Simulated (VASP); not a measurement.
## MgTe (zincblende): a PBE0 single-point calculation in VASP

INCAR, step 1 (PBE orbitals to start from)

```
SIGMA = 0.01
GGA = PE
ISMEAR = 0
EDIFF = 1E-5
PREC = Accurate
LCHARG = .FALSE.
LWAVE = .TRUE.
LASPH = .TRUE.
LREAL = .FALSE.
NBANDS = 11
ENCUT = 520
NELM = 120
```

INCAR, step 2

```
PRECFOCK = Fast
LHFCALC = .TRUE.
EDIFF = 1E-7
ENCUT = 520
PREC = Accurate
NELM = 120
LCHARG = .FALSE.
GGA = PE
ISMEAR = 0
ALGO = Normal
LREAL = .FALSE.
ISIF = 2
SIGMA = 0.01
LWAVE = .FALSE.
HFRCUT = -1
IBRION = -1
ISTART = 1
LASPH = .TRUE.
NBANDS = 11
NSW = 0
AEXX = 0.25
```

KPOINTS

```
KPOINTS created by Atomic Simulation Environment
0
Gamma
6 6 6
0 0 0
```

KPOINTS_OPT

```
special points
6
Reciprocal
0.0000000000 0.0000000000 0.0000000000 1
0.5000000000 0.0000000000 0.5000000000 1
0.5000000000 0.2500000000 0.7500000000 1
0.3750000000 0.3750000000 0.7500000000 1
0.5000000000 0.5000000000 0.5000000000 1
0.6250000000 0.2500000000 0.6250000000 1
```

POSCAR

```
Mg Te
 1.0000000000000000
     0.0000000000000000    3.2331115457375992    3.2331115457375992
     3.2331115457375992    0.0000000000000000    3.2331115457375992
     3.2331115457375992    3.2331115457375992    0.0000000000000000
 Mg  Te
   1   1
Cartesian
  0.0000000000000000 -0.0000000000000000 -0.0000000000000000
  1.6165557728687996  1.6165557728687996  1.6165557728687996
```

VASP ran with the recommended PBE PAW datasets (8 valence electrons in the cell).

Command

```
mpirun -np 1 vasp_std
```

From OUTCAR

```
k-points           NKPTS =     16   k-points in BZ     NKDIM =    216   number of bands    NBANDS=     11

   NELECT =       8.0000    total number of electrons

   dimension x,y,z NGX =    36 NGY =   36 NGZ =   36
   dimension x,y,z NGXF=    72 NGYF=   72 NGZF=   72

  energy-cutoff  :      520.00
  volume of cell :       67.59
      direct lattice vectors                 reciprocal lattice vectors
     0.000000000  3.233111546  3.233111546    -0.154649783  0.154649783  0.154649783
     3.233111546  0.000000000  3.233111546     0.154649783 -0.154649783  0.154649783
     3.233111546  3.233111546  0.000000000     0.154649783  0.154649783 -0.154649783

 k-points in reciprocal lattice and weights: KPOINTS created by Atomic Simulation Env
   0.00000000  0.00000000  0.00000000       0.005
   0.16666667  0.00000000  0.00000000       0.037
   0.33333333  0.00000000  0.00000000       0.037
   0.50000000  0.00000000  0.00000000       0.019
   0.16666667  0.16666667  0.00000000       0.028
   0.33333333  0.16666667  0.00000000       0.111
   0.50000000  0.16666667  0.00000000       0.111
  -0.33333333  0.16666667  0.00000000       0.111
   ...

 E-fermi :   1.0081

 k-point     1 :       0.0000    0.0000    0.0000
  band No.  band energies     occupation
      1     -10.2216      2.00000
      2       0.9566      2.00000
      3       0.9566      2.00000
      4       0.9566      2.00000
      5       4.7565      0.00000
      6       8.0292      0.00000
      7       8.0292      0.00000
      8       8.0292      0.00000
      9      11.2908      0.00000
     10      11.2908      0.00000
     11      11.4230      0.00000

 k-point     2 :       0.1667    0.0000    0.0000
  band No.  band energies     occupation
      1     -10.0743      2.00000
      2      -0.3104      2.00000
      3       0.8253      2.00000
      4       0.8253      2.00000
      5       5.6874      0.00000
      6       8.0545      0.00000
      7       8.3057      0.00000
      8       8.3057      0.00000
      9      10.6263      0.00000
     10      10.6263      0.00000
     11      11.8907      0.00000

 k-point     3 :       0.3333    0.0000    0.0000
  band No.  band energies     occupation
      1      -9.7432      2.00000
      2      -1.9437      2.00000
      3       0.5940      2.00000
      4       0.5940      2.00000
      5       5.7856      0.00000
      6       8.2643      0.00000
      7       8.2643      0.00000
      8       9.4894      0.00000
      9      11.3369      0.00000
     10      11.3369      0.00000
     11      11.3687      0.00000

 k-point     4 :       0.5000    0.0000    0.0000
  band No.  band energies     occupation
      1      -9.5495      2.00000
      2      -2.6104      2.00000
      3       0.4901      2.00000
      4       0.4901      2.00000
      5       5.6335      0.00000
      6       8.0693      0.00000
      7       8.0693      0.00000
      8       9.9215      0.00000
      9      12.4925      0.00000
     10      13.5314      0.00000
     11      13.5326      0.00000

 k-point     5 :       0.1667    0.1667    0.0000
  band No.  band energies     occupation
      1     -10.0252      2.00000
      2      -0.2829      2.00000
      3       0.5524      2.00000
      4       0.5524      2.00000
      5       6.1960      0.00000
      6       7.1253      0.00000
      7       8.8692      0.00000
      8       8.8692      0.00000
      9       9.4084      0.00000
     10      11.6717      0.00000
     11      12.9396      0.00000

 k-point     6 :       0.3333    0.1667    0.0000
  band No.  band energies     occupation
      1      -9.7516      2.00000
      2      -1.5136      2.00000
      3       0.1997      2.00000
      4       0.2757      2.00000
      5       6.4610      0.00000
      6       7.4239      0.00000
      7       8.4413      0.00000
      8       9.2339      0.00000
      9      10.8080      0.00000
     10      12.2014      0.00000
     11      12.8464      0.00000

 k-point     7 :       0.5000    0.1667    0.0000
  band No.  band energies     occupation
      1      -9.4975      2.00000
      2      -2.3651      2.00000
      3      -0.2388      2.00000
      4       0.2425      2.00000
      5       6.3330      0.00000
      6       7.6774      0.00000
      7       8.8503      0.00000
      8       9.5926      0.00000
      9      11.7270      0.00000
     10      13.2969      0.00000
     11      13.3450      0.00000

 k-point     8 :      -0.3333    0.1667    0.0000
  band No.  band energies     occupation
      1      -9.5629      2.00000
      2      -2.1567      2.00000
      3      -0.3734      2.00000
      4       0.4725      2.00000
      5       6.5684      0.00000
      6       7.7782      0.00000
      7       8.6690      0.00000
      8       9.5529      0.00000
      9      10.8677      0.00000
     10      12.3158      0.00000
     11      13.2402      0.00000

 k-point     9 :      -0.1667    0.1667    0.0000
  band No.  band energies     occupation
      1      -9.8625      2.00000
      2      -1.1596      2.00000
      3       0.0651      2.00000
      4       0.7767      2.00000
      5       6.6021      0.00000
      6       7.7862      0.00000
      7       8.5455      0.00000
      8       8.5570      0.00000
      9       9.8074      0.00000
     10      11.6876      0.00000
     11      13.3452      0.00000

 k-point    10 :       0.3333    0.3333    0.0000
  band No.  band energies     occupation
      1      -9.5810      2.00000
      2      -1.7977      2.00000
      3      -0.0883      2.00000
      4      -0.0883      2.00000
      5       5.7974      0.00000
      6       6.3599      0.00000
      7      10.4825      0.00000
      8      10.7539      0.00000
      9      10.7539      0.00000
     10      12.8067      0.00000
     11      15.3749      0.00000

 k-point    11 :       0.5000    0.3333    0.0000
  band No.  band energies     occupation
      1      -9.3835      2.00000
      2      -2.1916      2.00000
      3      -0.7081      2.00000
      4      -0.1744      2.00000
      5       5.7239      0.00000
      6       6.8971      0.00000
      7      10.2213      0.00000
      8      10.7883      0.00000
      9      12.3742      0.00000
     10      13.4977      0.00000
     11      14.5130      0.00000

 k-point    12 :      -0.3333    0.3333    0.0000
  band No.  band energies     occupation
      1      -9.3767      2.00000
      2      -2.0483      2.00000
      3      -1.2859      2.00000
      4       0.0747      2.00000
      5       6.1592      0.00000
      6       8.5630      0.00000
      7       9.8415      0.00000
      8      10.0012      0.00000
      9      10.6104      0.00000
     10      11.2946      0.00000
     11      15.3829      0.00000

 k-point    13 :       0.5000    0.5000    0.0000
  band No.  band energies     occupation
      1      -9.3198      2.00000
      2      -2.4153      2.00000
      3      -0.3547      2.00000
      4      -0.3547      2.00000
      5       5.1821      0.00000
      6       5.9717      0.00000
      7      12.4823      0.00000
      8      12.4823      0.00000
      9      12.6865      0.00000
     10      14.1433      0.00000
     11      14.1433      0.00000

 k-point    14 :       0.5000    0.3333    0.1667
  band No.  band energies     occupation
      1      -9.5089      2.00000
      2      -1.9485      2.00000
      3      -0.6564      2.00000
      4       0.0560      2.00000
      5       6.8680      0.00000
      6       7.4260      0.00000
      7       8.1724      0.00000
      8      10.4764      0.00000
      9      11.1159      0.00000
     10      12.9001      0.00000
     11      14.3450      0.00000

 k-point    15 :      -0.3333    0.3333    0.1667
  band No.  band energies     occupation
      1      -9.3759      2.00000
      2      -2.1320      2.00000
      3      -1.0163      2.00000
      4      -0.1733      2.00000
      5       6.9349      0.00000
      6       7.6193      0.00000
      7       9.1569      0.00000
      8       9.9453      0.00000
      9      10.9423      0.00000
     10      13.1529      0.00000
     11      14.2656      0.00000

 k-point    16 :      -0.3333    0.5000    0.1667
  band No.  band energies     occupation
      1      -9.3148      2.00000
      2      -2.1524      2.00000
      3      -0.8938      2.00000
      4      -0.5642      2.00000
      5       6.3143      0.00000
      6       7.2553      0.00000
      7       9.7481      0.00000
      8      10.1715      0.00000
      9      12.6295      0.00000
     10      13.9180      0.00000
     11      14.0614      0.00000

  Total       -0.1110138     -0.1110138     -0.1110138     -0.0000000      0.0000000      0.0000000
  in kB       -2.6314512     -2.6314512     -2.6314512     -0.0000000      0.0000000      0.0000000
  external PRESSURE =      -2.6314512 kB  Pullay stress =       0.0000000 kB

 POSITION                                       TOTAL-FORCE (eV/Angst)
 -----------------------------------------------------------------------------------
      0.00000      0.00000      0.00000        -0.000000      0.000000      0.000000
      1.61656      1.61656      1.61656         0.000000     -0.000000     -0.000000
 -----------------------------------------------------------------------------------
    total drift:                               -0.000000     -0.000000     -0.000000

  FREE ENERGIE OF THE ION-ELECTRON SYSTEM (eV)
  ---------------------------------------------------
  free  energy   TOTEN  =        -8.0835129191 eV

  energy  without entropy=       -8.0835129191  energy(sigma->0) =       -8.08351292
```

```
gap between bands v and c : 3.80 eV
least direct gap          : 3.80 eV
pressure                  : -0.3 GPa
```

Band v is the last that the valence electrons fill when counted band by band, and c is the next.

The run (its last step) took about 8.7 min on one core of a shared host (Intel Xeon 6975P-C) and held 0.26 GiB at most.
